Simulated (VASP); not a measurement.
Here is a VASP 6.6.1 calculation.

The input POSCAR:

```
CdSe
1.0
    4.3856134114      0.0000000000      0.0000000000
   -2.1928067057      3.7980526255      0.0000000000
    0.0000000000      0.0000000000      7.1571808672
Cd Se
2 2
Direct
    0.6666666667      0.3333333333     -0.0003349498
    0.3333333333      0.6666666667      0.4996650502
    0.6666666667      0.3333333333      0.3753349498
    0.3333333333      0.6666666667      0.8753349498
```

File INCAR.step1:

```
SYSTEM = CdSe
PREC     = Accurate       ! precision mode
ENCUT    = 520            ! plane-wave cutoff, eV
ISMEAR   = 0              ! smearing method
SIGMA    = 0.05           ! smearing width, eV
LREAL    = .False.        ! projectors in reciprocal space
LASPH    = .True.         ! aspherical terms in the spheres
NELM     = 60             ! most SCF steps
NBANDS   = 26             ! bands
GGA      = PE             ! functional
ALGO     = Normal         ! electronic algorithm
EDIFF    = 1E-4           ! SCF threshold, eV
LWAVE    = .True.         ! write WAVECAR
LCHARG   = .False.        ! write CHGCAR
```

Contents of INCAR.step2:

```
SYSTEM = CdSe
PREC     = Accurate       ! precision mode
ENCUT    = 520            ! plane-wave cutoff, eV
EDIFF    = 1E-7           ! SCF threshold, eV
ISMEAR   = 0              ! smearing method
SIGMA    = 0.05           ! smearing width, eV
LREAL    = .False.        ! projectors in reciprocal space
LASPH    = .True.         ! aspherical terms in the spheres
NELM     = 60             ! most SCF steps
ALGO     = Normal         ! electronic algorithm
ISIF     = 2              ! what is computed and relaxed
LWAVE    = .False.        ! write WAVECAR
LCHARG   = .False.        ! write CHGCAR
METAGGA  = R2SCAN         ! meta-GGA
LMIXTAU  = .True.       
NBANDS   = 26             ! bands
ISTART   = 1
```

The input KPOINTS:

```
Automatic mesh
0
Gamma
  10 10 6
  0 0 0
```

Potentials or basis: VASP PAW PBE potentials, release 64 (Cd, Se).

Launch:

```sh
$ cat potpaw_PBE.64/Cd/POTCAR potpaw_PBE.64/Se/POTCAR > POTCAR
$ cp INCAR.step1 INCAR
$ mpirun -np 1 vasp_std > vasp.out
$ cp INCAR.step2 INCAR
$ mpirun -np 1 vasp_std > vasp.out
```

Problem. Estimate the band gap on the k mesh.

Solution. 1.02 eV, direct.

Problem. Predict the largest force.

Solution. 0.005 eV/Å.

Problem. Estimate the pressure.

Solution. -1.3 GPa.

Forces on the atoms (eV/Å):
```
Cd   0.000  0.000 -0.005
Cd   0.000  0.000 -0.005
Se   0.000  0.000  0.005
Se   0.000  0.000  0.005
```

Caveat: the PAW data sets were made with another functional, which shifts forces and pressure a little.

**The experiment to reproduce.**

A printed reference work, data compilation reports, for a bulk crystal of CdSe at 2 K: band gap 1.841 eV.

Against the measured gap of CdSe, 1.841 eV (2 K; a printed reference work, data compilation), the calculated 1.02 eV is off by -0.83 eV. Spin-orbit coupling on Cd, Se is left out. The value is that of r2SCAN, without temperature or zero-point motion.
